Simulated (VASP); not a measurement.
# SnSe (Fm-3m) in VASP: a series of runs, part 2 of 2

VASP 6.6.1. Earlier steps stand in the parts before.

## 3. Relaxation of cell and atoms, PBE+D3(BJ)

INCAR reads:

```
SYSTEM = SnSe
ALGO = Normal
EDIFF = 1E-7
EDIFFG = -0.005
ENCUT = 600
GGA = PE
IBRION = 2
ISIF = 3
ISMEAR = 0
IVDW = 12
LASPH = .True.
LCHARG = .False.
LREAL = .False.
LWAVE = .False.
NELM = 80
NSW = 90
PREC = Accurate
SIGMA = 0.1
```

KPOINTS reads:

```
k-points
0
Gamma
  10 10 10
  0 0 0
```

POSCAR reads:

```
SnSe
1.0
    0.0000000000      3.0104337100      3.0104337100
    3.0104337100      0.0000000000      3.0104337100
    3.0104337100      3.0104337100      0.0000000000
Sn Se
1 1
Direct
    0.0000000000      0.0000000000      0.0000000000
    0.5000000000      0.5000000000      0.5000000000
```

Potentials or basis: VASP PAW PBE potentials, release 64 (Sn_d, Se).

Started as:

```console
cat potpaw_PBE.64/Sn_d/POTCAR potpaw_PBE.64/Se/POTCAR > POTCAR
mpirun -np 1 vasp_std > vasp.out
```

OUTCAR:

```text
SYSTEM = SnSe
   EDIFF = 1E-7
   EDIFFG = -0.005
   ENCUT = 600
   GGA = PE
   IBRION = 2
   ISIF = 3
   ISMEAR = 0
   IVDW = 12
   LASPH = .True.
   LREAL = .False.
   NELM = 80
   NSW = 90
   PREC = Accurate
 IVDW          = 12

 ion  position               nearest neighbor table
   1  0.000  0.000  0.000-   2 3.01   2 3.01   2 3.01   2 3.01   2 3.01   2 3.01
   2  0.500  0.500  0.500-   1 3.01   1 3.01   1 3.01   1 3.01   1 3.01   1 3.01

  LATTYP: Found a face centered cubic cell.
 ALAT       =     6.0208674200

  Lattice vectors:

 A1 = (   0.0000000000,   3.0104337100,   3.0104337100)
 A2 = (   3.0104337100,   0.0000000000,   3.0104337100)
 A3 = (   3.0104337100,   3.0104337100,   0.0000000000)

Analysis of symmetry for initial positions (statically):
=====================================================================
 Subroutine PRICEL returns:
 Original cell was already a primitive cell.

 Routine SETGRP: Setting up the symmetry group for a
 face centered cubic supercell.

[... 259 lines left out ...]

 E-fermi :   6.0534     XC(G=0):  -9.6937

 val. band max:        5.8079331034   @ k =   0.5000   0.0000   0.0000
 cond. band min:       6.3274381369   @ k =  -0.4000   0.1000   0.0000
 fundamental gap:      0.5195050334
 Fermi energy:         6.0534406226

 k-point     1 :       0.0000    0.0000    0.0000
  band No.  band energies     occupation
      1     -15.7746      2.00000
      2     -15.7746      2.00000
      3     -15.7746      2.00000
      4     -15.7731      2.00000
      5     -15.7731      2.00000
      6      -8.1833      2.00000
      7       0.8294      2.00000
      8       3.5770      2.00000
      9       3.5770      2.00000
     10       3.5770      2.00000
     11      10.2224      0.00000
     12      10.2224      0.00000
     13      10.2224      0.00000
     14      11.6654      0.00000
[... 377 lines left out ...]
      1     -15.7953      2.00000
      2     -15.7791      2.00000
      3     -15.7681      2.00000
      4     -15.7600      2.00000
      5     -15.7591      2.00000
      6      -7.2053      2.00000
      7      -0.9882      2.00000
      8       1.9749      2.00000
      9       2.4287      2.00000
     10       2.8137      2.00000
     11       9.2331      0.00000
     12       9.7625      0.00000
     13      10.4154      0.00000
     14      10.8119      0.00000

 [... further k-points ...]

------------------------ aborting loop because EDIFF is reached ----------------------------------------

 Edisp (eV)   -0.72210

 E8    (eV) :    -0.3254
[... 25 lines left out ...]
  FREE ENERGIE OF THE ION-ELECTRON SYSTEM (eV)
  ---------------------------------------------------
  free  energy   TOTEN  =        -8.9237592856 eV

  energy  without entropy=       -8.9237578456  energy(sigma->0) =       -8.92375857

 reached required accuracy - stopping structural energy minimisation
```

OSZICAR:

```text
N       E                     dE             d eps       ncg     rms          rms(c)
DAV:   1     0.138961938745E+03    0.13896E+03   -0.10959E+04  1328   0.191E+03
DAV:   2     0.498450259498E+01   -0.13398E+03   -0.13158E+03  1402   0.420E+02
DAV:   3    -0.806888360616E+01   -0.13053E+02   -0.12920E+02  1742   0.108E+02
DAV:   4    -0.838923464393E+01   -0.32035E+00   -0.32024E+00  1376   0.194E+01
[... 25 lines left out ...]
DAV:   3    -0.820170993289E+01    0.97874E-03   -0.32572E-03  1612   0.909E-01    0.305E-02
DAV:   4    -0.820166470865E+01    0.45224E-04   -0.13143E-04  1316   0.130E-01    0.978E-03
DAV:   5    -0.820166034017E+01    0.43685E-05   -0.92001E-06  1954   0.369E-02    0.566E-03
DAV:   6    -0.820165909743E+01    0.12427E-05   -0.13198E-06  1496   0.181E-02    0.909E-04
DAV:   7    -0.820165912071E+01   -0.23284E-07   -0.19043E-07   718   0.783E-03
   3 F= -.89237593E+01 E0= -.89237586E+01  d E =-.405927E-02
```

Run time: 37 s. Hardware: 1 thread of Intel Xeon 6975P-C (Granite Rapids), shared host; peak memory 0.25 GiB.

What came out:

- Free energy: -8.9238 eV
- Relaxed volume: 26.70 Å³/atom
- Relaxed cell: a = 4.227 Å, b = 4.227 Å, c = 4.227 Å, α = 60.00°, β = 60.00°, γ = 60.00°
- Space group after relaxing (to 0.05 Å): Fm-3m (No. 225)
- Energy gained by relaxing: 2.0 meV/atom
- Ionic steps: 3
- Pressure after relaxing: 0.0 GPa
- Band gap on the k mesh: 0.52 eV, indirect (least direct gap 0.64 eV)
- Dispersion energy per atom: -0.361 eV

Step by step:
| step | energy change (eV) | largest force (eV/Å) | pressure (GPa) | volume (Å³) |
| --- | --- | --- | --- | --- |
| 1 | 0.0000 | 0.0000 | -1.10 | 54.57 |
| 2 | -0.0038 | 0.0000 | 0.31 | 53.11 |
| 3 | -0.0041 | 0.0000 | 0.01 | 53.40 |

Final structure:
```yaml
crystal:
  lattice:
    - [0.00000, 2.98891, 2.98891]
    - [2.98891, 0.00000, 2.98891]
    - [2.98891, 2.98891, 0.00000]
  atoms:
    - { symbol: Sn, position: [0.00000, 0.00000, 0.00000] }
    - { symbol: Se, position: [0.50000, 0.50000, 0.50000] }
```

Caveat: spin-orbit coupling is left out, which moves the levels of the heavy elements.

## 4. Relaxation of cell and atoms, PBEsol

INCAR: that of step 3 with these lines changed.

```diff
@@ -4,4 +4,4 @@
 EDIFFG = -0.005
-ENCUT = 600
-GGA = PE
+ENCUT = 300
+GGA = PS
 IBRION = 2
@@ -9,3 +9,2 @@
 ISMEAR = 0
-IVDW = 12
 LASPH = .True.
```

KPOINTS is that of step 3.

POSCAR is that of step 3.

Started as:

```console
cat potpaw_PBE.64/Sn_d/POTCAR potpaw_PBE.64/Se/POTCAR > POTCAR
mpirun -np 1 vasp_std > vasp.out
```

Wall time 12 s (1 thread of Intel Xeon 6975P-C (Granite Rapids), shared host); peak memory 0.15 GiB.

The run converged. Its results:

- Free energy: -8.9784 eV
- Relaxed volume: 26.21 Å³/atom
- Relaxed cell: a = 4.201 Å, b = 4.201 Å, c = 4.201 Å, α = 60.00°, β = 60.00°, γ = 60.00°
- Space group after relaxing (to 0.05 Å): Fm-3m (No. 225)
- Energy gained by relaxing: 7.1 meV/atom
- Ionic steps: 3
- Pressure after relaxing: 0.0 GPa
- Band gap on the k mesh: 0.47 eV, indirect (least direct gap 0.58 eV)

Step by step:
```csv
step,energy change (eV),largest force (eV/Å),pressure (GPa),volume (Å³)
1,0.0000,0.0000,-2.06,54.57
2,-0.0131,0.0000,0.65,51.84
3,-0.0142,0.0000,0.01,52.43
```

Final structure:
```xyz
2
Lattice="0.0000 2.9705 2.9705 2.9705 0.0000 2.9705 2.9705 2.9705 0.0000" Properties=species:S:1:pos:R:3 pbc="T T T"
Sn    0.0000    0.0000    0.0000
Se    2.9705    2.9705    2.9705
```

Levels at points of the mesh, in eV from the valence-band top:
| k point | band 7 | band 8 | band 9 | band 10 | band 11 | band 12 | band 13 | band 14 |
| --- | --- | --- | --- | --- | --- | --- | --- | --- |
| (0.00, 0.00, 0.00) | -4.95 | -2.27 | -2.27 | -2.27 | 4.46 | 4.46 | 4.46 | 5.78 |
| (0.50, 0.00, 0.00) | -8.27 | -2.01 | -2.01 | -0.09 | 0.74 | 1.21 | 1.21 | 8.26 |
| (0.50, 0.50, 0.00) | -6.03 | -5.76 | -3.81 | -3.81 | 2.81 | 5.57 | 5.57 | 6.21 |

Caveat: the PAW data sets were made with another functional, which shifts forces and pressure a little; spin-orbit coupling is left out, which moves the levels of the heavy elements. A k mesh can miss the band edges.

## 5. Overview

```csv
level,cutoff (eV),gap on the mesh (eV),pressure (GPa),relaxed volume (Å³/atom)
PBE,600,0.49,0.0,27.84
PBE+D3(BJ),600,0.52,0.0,26.70
PBEsol,300,0.47,0.0,26.21
```

Alike in all rows: task relaxation of cell and atoms; potentials or basis VASP PAW PBE potentials, release 64 (Sn_d, Se); no spin polarisation; cell relaxed; k mesh 10 × 10 × 10; smearing gaussian 0.1 eV.

Caveats: spin-orbit coupling is left out, which moves the levels of the heavy elements; the PAW data sets were made with another functional, which shifts forces and pressure a little (some runs).

Total energies depend on the potentials used, so only differences within one code and one set of settings carry meaning.
